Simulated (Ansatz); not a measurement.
# HfB: the cost of one run

Program: Ansatz 0.2.0. Level of theory: DFT PBEsol, scalar-relativistic, plane waves, PAW. These are calculated values, not measurements.

2 further runs of the same task are left out: 2 set aside as unsound or not needed.

**1. Starting point**

It takes space group Fm-3m (No. 225, cubic). The conventional cell has a = 4.788 Å, b = 4.788 Å, c = 4.788 Å, α = 90.00°, β = 90.00°, γ = 90.00°. Hf (site symmetry m-3m) has 6 B at 2.39 Å as nearest neighbours. B (site symmetry m-3m) is surrounded by 6 Hf at 2.39 Å.

Structure file:

```
Hf B
1.0
     0.00000    2.39395    2.39395
     2.39395    0.00000    2.39395
     2.39395    2.39395    0.00000
Hf B
1 1
Direct
  0.50000 0.50000 0.50000
  0.00000 0.00000 0.00000
```

It is the result of an earlier relaxation at this level (volume 13.72 Å³/atom; gap on the mesh: none (metal)).

**2. Static run: bands, density of states and charges**

Input file input.yaml:

```yaml
crystal:
  lattice:
    - [0.0, 2.3939477051, 2.3939477051]
    - [2.3939477051, 0.0, 2.3939477051]
    - [2.3939477051, 2.3939477051, 0.0]
  atoms:
    - { symbol: Hf, position: [0.5, 0.5, 0.5] }
    - { symbol: B, position: [0.0, 0.0, 0.0] }
basis:
  ecutwfc: 420
kpoints:
  mp_grid: { grid: [16, 16, 16] }
  band_path:
    path:
      - [[0.0, 0.0, 0.0], [0.5, 0.0, 0.5], [0.625, 0.25, 0.625]]
      - [[0.375, 0.375, 0.75], [0.0, 0.0, 0.0], [0.5, 0.5, 0.5], [0.5, 0.25, 0.75], [0.5, 0.0, 0.5]]
    npoints: 14
hamiltonian:
  xc: pbesol
scf:
  occupations: { method: gaussian, width: 0.1 }
  n_extra_bands: 6
output:
  forces: true
  stress: true
  eigenvalues: true
  populations: true
  dos: { projected: true, de: 0.02, nscf_kmesh: { grid: [24, 24, 24] } }
  bader: true
  write_density: true
  write_potential: true
  elf: true
  volumetric_format: npy
```

The run is started by

```bash
> ansatz run input.yaml --threads 1 --pin off --max-ram 2560MiB --backend cpu --events-out ev --progress --plain --runs-dir out
```

Q: Estimate wall time and peak memory on 1 thread of Arm Neoverse V2, shared host.

About 20 s, with a peak of 0.39 GiB.
